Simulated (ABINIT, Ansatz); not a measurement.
Planning a run of ABINIT 10.8.3 on BaS (Fm-3m). The input:

```
acell 3*1.0 Angstrom
rprim 
  -0.000000000000 3.193750000000 3.193750000000
  3.193750000000 -0.000000000000 3.193750000000
  3.193750000000 3.193750000000 -0.000000000000
ntypat 2
znucl 56 16
natom 2
typat 1 2
xred 
  0.000000000000 0.000000000000 0.000000000000
  0.500000000000 0.500000000000 0.500000000000
pp_dirpath "pseudos"
pseudos "Ba.upf, S.upf"
ecut 20
ngkpt 8 8 8
nshiftk 1
shiftk 0.11 0.21 0.31
kptopt 3
chksymbreak 0
iscf -2
irdden 1
istwfk *1
nband 22
nbdbuf 4
tolwfr 1e-09
nstep 60
prtvol 0
indata_prefix "in"
outdata_prefix "out"
tmpdata_prefix "tmp"
```

```sh
OMP_NUM_THREADS=1 mpirun -n 8 abinit run.abi > log
```

How long will it take on 8 MPI ranks of AMD EPYC 9R45, shared host, and how much memory?

It took 24 s; on shared hardware allow 12 s to 47 s. Peak host memory was 0.86 GiB.

[Paths, hosts, dates, memory and timing lines, banners, echoed tables and standing remarks are left out of the program output.]

[Logs are printed without paths, hosts, clocks, repeated set-up lines and the standing remarks that a program may print on its own settings, such as how far it seeks lower states.]

[Runs of the session that timed out or met a known fault of the program may be left out.]

[Hosts, paths, dates, database ids (printed as entryN), source tags and the programs' standing remarks are cut or masked in the printed files.]

[G0W0 gaps are taken among the corrected bands and points alone; a level outside them can change the order at an edge.]

[Where Ansatz stands beside ABINIT at settings called matched, ABINIT's density can come from a denser mesh and the files from another edition; pairs whose starting gaps differed by over 0.03 eV were left out, so agreement reads better than it is.]
